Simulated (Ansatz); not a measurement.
# SnO2: alloy series

The reference is SnO2 in the rutile structure (space group P4_2/mnm, No. 136).

```xyz
6
Lattice="4.7686 0.0000 0.0000 0.0000 4.7686 0.0000 0.0000 0.0000 3.2113" Properties=species:S:1:pos:R:3 pbc="T T T"
Sn     2.3843     2.3843     1.6056
Sn     0.0000     0.0000     0.0000
O      1.4606     1.4606     0.0000
O      3.3080     3.3080     0.0000
O      3.8449     0.9237     1.6056
O      0.9237     3.8449     1.6056
```

The other end (x = 1) is SnS2 in the rutile structure (space group P4_2/mnm, No. 136; a hypothetical phase, not in the database extracts checked): 23.26 Å³/atom, gap zero; this end may not be an ambient phase.

S replaces a fraction x of O; each row is one arrangement (x, atoms in the cell, starting space group or random), fully relaxed.

Method: DFT with PBEsol, PAW potentials and a 420 eV plane-wave cutoff in Ansatz (an electronic-structure program), no spin-orbit coupling, earlier PAW set.

Notes on the quantities. mixing energy: to 0.01 eV only: unlike meshes or grids; against an end that may be hypothetical.

| variant | band gap | volume per atom | mixing energy |
|---|---|---|---|
| base | 0.92 eV | 12.17 Å³ | – |
| x(S) = 0.25, 12 atoms, Pm | zero | 14.71 Å³ | +0.15 eV/atom |
| x(S) = 0.25, 12 atoms, Pmn2_1 | zero | 14.39 Å³ | +0.13 eV/atom |
| x(S) = 0.625, 12 atoms, Pm | 0.64 eV | 19.07 Å³ | +0.07 eV/atom |

Each cell is one ordered arrangement of few atoms, which overstates ordering effects compared with a random alloy. Whether these cells are dynamically stable was not tested. The base started in Pnnm and relaxed to P4_2/mnm at this level. The final runs are not spin-polarised. Under x(S) = 0.625, 12 atoms, Pm the cell changed shape so far that it is another structure. The zero or small gap of Sn2SO3 and SnS2 can change with the level of theory.
